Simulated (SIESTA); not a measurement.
Write the native input for SIESTA 5.4.2 that does the following.

```
Task                : single point
Functional          : LDA
Potentials or basis : PseudoDojo 0.4 standard (LDA files)
Basis               : DZP (energy shift 0.003 Ry; two zetas on semicore shells)
Grid cutoff         : 800 Ry
Energy shift        : 0.003 Ry
k mesh              : 8 × 8 × 8
Occupations         : fermi-dirac, width 0.05 eV
Spin                : no spin polarisation
```

Crystal: Al2Pt.

```
Pt Al
1.0
     0.00000    2.95500    2.95500
     2.95500    0.00000    2.95500
     2.95500    2.95500    0.00000
Pt Al
1 2
Direct
  0.00000 0.00000 0.00000
  0.75000 0.75000 0.75000
  0.25000 0.25000 0.25000
```

One way to write it, as run:

Al2Pt.fdf

```
SystemName                      Al2Pt
SystemLabel                     Al2Pt
NumberOfSpecies                 2
NumberOfAtoms                   3
%block ChemicalSpeciesLabel
  1  78 Pt
  2  13 Al
%endblock ChemicalSpeciesLabel

UseStructFile                   true

%block kgrid.MonkhorstPack
    8   0   0  0.0
    0   8   0  0.0
    0   0   8  0.0
%endblock kgrid.MonkhorstPack
XC.Functional                   LDA
XC.Authors                      PW92
PAO.BasisSize                   DZP
PAO.EnergyShift                 0.003 Ry
Mesh.Cutoff                     800 Ry
OccupationFunction              FD
ElectronicTemperature           0.05 eV
MaxSCFIterations                120
SCF.MustConverge                false
SCF.Mixer.Method                Pulay
SCF.Mixer.Weight                0.25
SCF.Mixer.History               8
SCF.DM.Tolerance                5.0e-05
SCF.H.Tolerance                 1.0e-03 eV
WriteForces                     true
Charge.Mulliken                 end
%block PAO.Basis
  Pt 5
  n=5 0 2
    2.732 0.000
  n=6 0 2
    7.210 0.000
  n=5 1 2
    3.260 0.000
  n=6 1 1
    7.210
  n=5 2 2
    5.681 0.000
%endblock PAO.Basis
```

Al2Pt.STRUCT_IN

```
   0.0000000000     2.9550000000     2.9550000000
   2.9550000000     0.0000000000     2.9550000000
   2.9550000000     2.9550000000     0.0000000000
3
1  78    0.0000000000     0.0000000000     0.0000000000
2  13    0.7500000000     0.7500000000     0.7500000000
2  13    0.2500000000     0.2500000000     0.2500000000
```

Potentials or basis: PseudoDojo 0.4 standard (LDA files), DZP (energy shift 0.003 Ry; two zetas on semicore shells).

The run is started by

```console
$ siesta Al2Pt.fdf > Al2Pt.out 2>&1
```

Results of the run:

```
Pressure               : -3.0 GPa
Band gap on the k mesh : none (metal or under the smearing width)
```

Caveat: short orbitals over semicore shells can move pressures by several GPa; the basis of atomic orbitals isn't converged, which shifts pressures, moduli and gaps.

Wall time 91 s on 1 thread of Intel(R) Xeon(R) 6975P-C (Granite Rapids), with other jobs on the host, peak memory 0.47 GiB.
